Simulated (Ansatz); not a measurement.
**HfN under pressure: fit and missing row**

HfN, Fm-3m, a = 4.502 Å. Ansatz: PBEsol, PAW, 420 eV, Γ-centred 16×16×16 mesh on 2 atoms, Gaussian smearing 0.10 eV; no spin polarisation. Cell and atoms are relaxed at each pressure, and no other structure is tried, so the rows at high pressure may lie past a change of phase.

```
V (Å³/atom) P (GPa)
          ?    60.02
     10.446    30.01
     10.871    15.00
     11.105     7.94
     11.285     3.01
     11.404    -0.04
     11.526    -3.00
```

Task: Take V0 = 11.404 Å³/atom, count pressures from its P0 = -0.04 GPa, fit the third-order Birch–Murnaghan form to the other rows, and predict the missing volume.

Result: With the Eulerian strain f = ½[(V0/V)^(2/3) − 1] and y = (P − P0)/[3f(1 + 2f)^(5/2)], the form is the line y = B0 + 1.5 B0 (B0′ − 4) f. Rows (f, y): 0.03012, 287.3; 0.01621, 285.6; 0.00894, 284.6; 0.00351, 284.6; -0.00353, 284.5. Means f = 0.01105, y = 285.32; Σ(Δf)² = 0.0006642, ΣΔfΔy = 0.05811; the slope is their ratio. y = 284.4 + 87.49 f GPa, so B0 = 284.4 GPa and B0′ = 4 + 2 × (87.49)/(3 × 284.4) = 4.21. P = 60.02 GPa is met at f = 0.05367 (y = 289.10), so V = V0 (1 + 2f)^(−3/2) = 9.787 Å³/atom. The run gave 9.787 Å³/atom, the same to the digits shown. The form still works here, 91 % of the fitted range beyond its end.

The cell has an odd number of electrons and ran without spin polarisation, so a magnetic or disproportionated state may lie lower. Spin–orbit coupling is left out, which can shift energies with elements as heavy as these.

HfN is very stiff: its fitted bulk modulus is 284.4 GPa, and the volume falls smoothly at every step of pressure. The likely source is the strong Hf 5d–N 2p bonding, with its partly ionic character, together with the steep repulsion between closed shells as the ions are pushed together. The electron left over relative to a filled N 2p shell enters mainly Hf d states, which makes the nitride metallic without costing it much stiffness.

The fitted B0′ = 4.21 lies close to 4, the value at which the energy is purely quadratic in Eulerian strain. The cubic term is therefore a small correction, and y rises only to 289.10 GPa at the predicted point. The match supports a smooth equation of state along the rocksalt branch, but it is a mild test of the higher-order terms. Hardness doesn't follow from this resistance to uniform compression, since it also depends on shear and on the motion of dislocations.
